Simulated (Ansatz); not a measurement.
# Re (beta tin type): a single-point run

Wanted: a converged single-point run for Re (beta tin type), and a check of what comes out. The structure is shown as the input types it.

Computed with Ansatz 0.2.0 (DFT, PBE, PAW with Ansatz's default frozen-core files, scalar-relativistic, unless a step's input says otherwise).

7 further runs of the same task are left out: 7 that didn't finish.

## 1. Starting point

It takes space group I4_1/amd (No. 141, tetragonal). Conventional cell: a = 4.947 Å, b = 4.947 Å, c = 2.564 Å, α = 90.00°, β = 90.00°, γ = 90.00°. Re (site symmetry -4m2) has 6 Re at 2.56 Å as nearest neighbours.

Coordinates:

```
Re
1.0
    -2.47368    2.47368    1.28214
     2.47368   -2.47368    1.28214
     2.47368    2.47368   -1.28214
Re
2
Direct
  0.62500 0.87500 0.75000
  0.37500 0.12500 0.25000
```

## 2. The calculation

The input, input.yaml:

```yaml
crystal:
  lattice:
    - [-2.4736808385, 2.4736808385, 1.282137424]
    - [2.4736808385, -2.4736808385, 1.282137424]
    - [2.4736808385, 2.4736808385, -1.282137424]
  atoms:
    - { symbol: Re, position: [-0.375, -0.125, -0.25] }
    - { symbol: Re, position: [0.375, 0.125, 0.25] }
kpoints:
  mp_grid: { grid: [18, 18, 18] }
scf:
  occupations: { method: fixed }
  max_iter: 50
hamiltonian:
  xc: pbe
  pseudopotentials: { kind: paw }
output:
  forces: true
  stress: true
  eigenvalues: true
  populations: true
```

On the command line:

```
ansatz run input.yaml --threads 1 --pin off --max-ram 2048MiB --backend cpu --events-out ev --progress --plain --runs-dir out
```

**Question.** How will this run end, and is anything wrong with its input?

This run ends as converged, with warnings (band overlap at count, metallic iterate, unresolved pair at count). It gives a pressure of 18 GPa, which is large; a structure far from rest gives such values too, whatever the setting.

In the input, scf.occupations.method is fixed; scf.occupations.width is missing. The risk: fixed occupations where they can't hold. It still converged here, which does not make the setting sound.

Run again and compare: set scf.occupations.method to fermi_dirac and scf.occupations.width to 0.1.
